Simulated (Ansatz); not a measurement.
The following input was run with Ansatz 0.2.0.

```yaml
crystal:
  lattice:
    - [3.1765528583, 0.0, 0.0]
    - [-1.5882764292, 2.7509754718, 0.0]
    - [0.0, 0.0, 3.5209130346]
  atoms:
    - { symbol: Hf, position: [0.0, 0.0, 0.0] }
    - { symbol: B, position: [0.3333333333, 0.6666666667, 0.5] }
    - { symbol: B, position: [0.6666666667, 0.3333333333, 0.5] }
basis:
  ecutwfc: 420
kpoints:
  mp_grid: { grid: [18, 18, 12] }
hamiltonian:
  xc: pbe
scf:
  occupations: { method: gaussian, width: 0.1 }
output:
  forces: true
  stress: true
  eigenvalues: true
relax:
  adjacent_minimum: "off"
  f_tol: 0.01
  max_steps: 30
  cell: { stress_tol: 0.1, fix: [volume] }
```

Launched with
```bash
ansatz run input.yaml --threads 1 --pin off --max-ram 2560MiB --backend cpu --events-out ev --progress --plain --runs-dir out
```

Method: DFT PBE, scalar-relativistic, plane waves, PAW (Ansatz).

Abridged output (final results; tables in files aren't shown):

```
SCF 4 converged in 4 iterations: F = -16036.195703 eV  dr2 = 4.55e-11
SCF converged after 4 iterations
Free energy (F): -16036.195703 eV
Harris-Foulkes:  -16036.195703 eV  (|F-HF|=3.64e-12)
Internal energy: -16036.194490 eV  (E = F + TS)
E sigma→0 (E₀):  -16036.195097 eV
Entropy (-TS):   -0.001214 eV (-0.405 meV/atom)
Fermi energy:    19.883648 eV
--- Per-component energies (eV) ---
  E_band       = 103.944717
  E_kinetic    = 522.522553
  E_local      = -5368.129989  (includes V_loc(G=0)·N_el)
  E_nonlocal   = -1222.257878
  E_hartree    = 2549.490842
  E_xc         = -365.866342
  E_vxc        = -344.799908  (∫ρ·V_xc dr)
  E_paw        = -7084.807083  (= ΣΔE_a)
  E_vpaw       = 1417.628401  (= ΣTr[D̂ρ^β])
  E_aug_tail   = -0.000008  (compensation charges beyond the density's cutoff)
  E_ewald      = -5067.146585
  E_smearing   = -0.001214  (= −TS)
--- Forces (eV/Å), atoms counted from 1 ---
  atom   1  Hf     0.00000000     0.00000000     0.00000000
  atom   2  B      0.00000000     0.00000000     0.00000000
  atom   3  B      0.00000000     0.00000000     0.00000000
--- Stress (GPa, compression-positive) ---
       -6.907993       0.000000       0.000000
        0.000000      -6.907993       0.000000
        0.000000       0.000000      -6.904440
  P = ⅓ Tr σ = -6.9068 GPa (-69.068 kbar)
--- Band table (eV; the first three rows and the last of 259) ---
  k-point 0: bands = ["-42.1110", "-10.9547", "-10.5067", "-10.5067", "6.2466", "7.9073", "7.9302", "7.9368", "7.9368", "7.9410", "7.9410", "8.0288", "16.8603", "16.9795", "16.9795", "17.0222", "23.6386", "23.6386", "24.2268", "24.2268"]
  k-point 1: bands = ["-42.1106", "-10.9708", "-10.5055", "-10.5055", "6.3500", "7.9064", "7.9302", "7.9380", "7.9380", "7.9398", "7.9398", "8.0288", "15.8812", "17.0482", "17.0482", "17.9603", "22.8748", "22.8748", "24.0021", "24.0021"]
  k-point 2: bands = ["-42.1096", "-11.0145", "-10.5023", "-10.5023", "6.6496", "7.9044", "7.9302", "7.9365", "7.9365", "7.9414", "7.9414", "8.0289", "14.7979", "17.2509", "17.2509", "18.9446", "21.9284", "21.9284", "23.4089", "23.4089"]
  k-point 258: bands = ["-42.0583", "-11.0174", "-10.9477", "-10.9477", "7.9241", "7.9241", "7.9311", "7.9327", "7.9327", "7.9557", "8.0053", "10.8406", "10.8406", "14.3448", "16.6555", "16.6555", "23.9700", "24.9836", "26.3510", "26.3510"]
--- Relaxed structure (3 steps of the walk, 3 accepted, 1 SCFs on fresh bases) ---
  F+E_penalty+E_count = -16036.19570347 eV   max|allowed force component| = 4.934e-17 eV/Å   (the final SCF, on the basis selected at the relaxed cell)
  cell:  # Å, volume = 30.7679 Å³
    - [3.17366249, 0.0, 0.0]
    - [-1.58683124, 2.74847234, 0.0]
    - [0.0, 0.0, 3.52732918]
  atoms:
    - { symbol: Hf, position: [0.0, 0.0, 0.0] }
    - { symbol: B, position: [0.33333333, 0.66666666, 0.49999999] }
    - { symbol: B, position: [0.66666666, 0.33333333, 0.49999999] }
```

The relaxation met its thresholds.

It took 71 s on 1 thread of Intel(R) Xeon(R) Processor @ 2.50GHz (Skylake/Cascade Lake), on a shared host, peak memory 0.46 GiB.

Spin–orbit coupling is left out, which can shift energies with elements as heavy as these.